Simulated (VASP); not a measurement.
Set up this calculation in VASP 6.6.1, as the native input.

```
Task                   : relaxation of cell and atoms
Functional             : PBE
Potentials or basis    : VASP PAW PBE potentials, release 64 (Hg, Te)
Cutoff                 : 600 eV
k mesh                 : 10 × 10 × 10
Occupations            : gaussian, width 0.03 eV
Spin                   : no spin polarisation
Further INCAR settings : ALGO = Normal; EDIFF = 1e-06; IBRION = 2; EDIFFG = -0.01; NSW = 90; ISIF = 3
```

The structure of HgTe (Coloradoite) lies in POSCAR:

```
HgTe
1.0
    0.0000000000      3.2145000000      3.2145000000
    3.2145000000      0.0000000000      3.2145000000
    3.2145000000      3.2145000000      0.0000000000
Hg Te
1 1
Direct
    0.0000000000      0.0000000000      0.0000000000
    0.2500000000      0.2500000000      0.2500000000
```

These files were run (other wordings do the same):

INCAR

```
  PREC = Accurate
  ENCUT = 600
  EDIFF = 1E-6
  ISMEAR = 0
  SIGMA = 0.03
  LREAL = F
  LASPH = T
  NELM = 80
  ALGO = Normal
  ISIF = 3
  LWAVE = F
  LCHARG = F
  GGA = PE
  IBRION = 2
  NSW = 90
  EDIFFG = -0.01
```

KPOINTS

```
Automatic mesh
0
Gamma
  10 10 10
```

Potentials or basis: VASP PAW PBE potentials, release 64 (Hg, Te).

Launch:

```sh
$ cat potpaw_PBE.64/Hg/POTCAR potpaw_PBE.64/Te/POTCAR > POTCAR
$ mpirun -np 1 vasp_std > vasp.out
```

Results of the run:

```json
{"Relaxed volume": "36.81 Å³/atom", "Relaxed cell": "a = 4.704 Å, b = 4.704 Å, c = 4.704 Å, α = 60.00°, β = 60.00°, γ = 60.00°", "Space group after relaxing (to 0.05 Å)": "F-43m (No. 216)", "Energy gained by relaxing": "47.0 meV/atom", "Ionic steps": "3", "Pressure after relaxing": "0.0 GPa", "Band gap on the k mesh": "none (metal or under the smearing width)"}
```

Caveat: the volume moved by +11 % from the deposited cell, more than functionals usually miss.

Wall time 53 s on 1 thread of Intel(R) Xeon(R) Platinum 8488C (Sapphire Rapids), with other jobs on the host, peak memory 0.25 GiB.
